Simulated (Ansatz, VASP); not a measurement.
# Two plane-wave programs on Sb

```
Sb
1.0
     0.00000    2.37124    2.37124
     2.37124    0.00000    2.37124
     2.37124    2.37124    0.00000
Sb
1
Direct
  0.00000 0.00000 0.00000
```

This isn't the form of Sb at room conditions, which is rhombohedral.

Alike in both runs: task single point; functional PBE; k mesh 10 × 10 × 10; occupations gaussian, width 0.028 eV; no spin polarisation.

|  | VASP | Ansatz |
| --- | --- | --- |
| version | VASP 6.6.1 | Ansatz 0.2.0 |
| potentials or method | VASP PAW PBE potentials, release 64 (Sb) | Ansatz PAW |
| plane-wave cutoff (eV) | 520 | 420 |
| valence electrons in the cell | 5 | 15 |

Ansatz gave:

| Quantity | Value |
| --- | --- |
| gap on the k mesh at the Fermi level (eV) | none |
| pressure (GPa) | 2.0 |

Question: Estimate VASP's values.

Answer: gap on the k mesh at the Fermi level (eV): none; pressure (GPa): 1.8.

A gap of «none» marks a metal or a gap that the smearing closes. With one functional, cell and mesh, what is left measures potentials, basis and numerics. The two sets of potentials don't hold the same shells in valence.

The runs have no spin-orbit coupling, so splittings on Sb are missing.
